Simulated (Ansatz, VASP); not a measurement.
## HfO2 in VASP and in Ansatz

The input INCAR:

```
SYSTEM = HfO2
PREC = Accurate
ENCUT = 520
EDIFF = 1E-6
ISMEAR = -1
SIGMA = 0.05
LREAL = .False.
LASPH = .True.
NELM = 100
ALGO = Normal
ISIF = 2
LWAVE = .False.
LCHARG = .False.
GGA = RP
NBANDS = 18
```

Contents of KPOINTS:

```
regular mesh
0
Gamma
  9 9 9
  0 0 0
```

POSCAR

```
HfO2
1.0
    0.0000000000      2.5911551753      2.5911551753
    2.5911551753      0.0000000000      2.5911551753
    2.5911551753      2.5911551753      0.0000000000
Hf O
1 2
Direct
    0.0000000000      0.0000000000      0.0000000000
    0.7500000000      0.7500000000      0.7500000000
    0.2500000000      0.2500000000      0.2500000000
```

input.yaml

```yaml
crystal:
  lattice:
    - [0.0, 2.5911551753, 2.5911551753]
    - [2.5911551753, 0.0, 2.5911551753]
    - [2.5911551753, 2.5911551753, 0.0]
  atoms:
    - { symbol: Hf, position: [0.0, 0.0, 0.0] }
    - { symbol: O, position: [0.75, 0.75, 0.75] }
    - { symbol: O, position: [0.25, 0.25, 0.25] }
hamiltonian:
  xc: rpbe
  pseudopotentials: { kind: paw }
kpoints:
  mp_grid: { grid: [9, 9, 9] }
scf:
  occupations: { method: fermi_dirac, width: 0.05 }
output:
  forces: true
  stress: true
  eigenvalues: true
```

Measurements of this composition are mostly on another form, of space group No. 14.

Alike in both runs: task single point; functional RPBE; k mesh 9 × 9 × 9; occupations fermi-dirac, width 0.05 eV; no spin polarisation.

|  | VASP | Ansatz |
| --- | --- | --- |
| version | VASP 6.6.1 | Ansatz 0.2.0 |
| potentials or method | VASP PAW PBE potentials, release 64 (Hf_pv, O) | Ansatz PAW |
| plane-wave cutoff (eV) | 520 | 420 |
| valence electrons in the cell | 22 | 38 |

|  | VASP | Ansatz | Ansatz less VASP |
| --- | --- | --- | --- |
| gap on the k mesh at the Fermi level (eV) | 3.83 | 3.83 | +0.006 |
| least direct gap on the mesh (eV) | 3.93 | 3.94 | +0.006 |
| pressure (GPa) | -9.5 | -6.2 | +3.28 |

The two sets of potentials don't hold the same shells in valence.

Caveats: spin-orbit coupling is left out, which moves the levels of the heavy elements; the PAW data sets were made with another functional, which shifts forces and pressure a little (VASP); an odd mesh through Γ misses points on the zone boundary, where band edges often lie (VASP); odd divisions of the mesh miss points on the zone boundary, where band edges often lie, so the gap on the mesh can be too wide (Ansatz); the pressure holds a Pulay correction of +0.7 GPa for the finite cutoff (Ansatz); the PAW data sets come from PBE, with cores solved anew for the run's functional, which leaves a small shift of forces and pressure (Ansatz). A hybrid or GW would open this gap; RPBE tends to underestimate it.
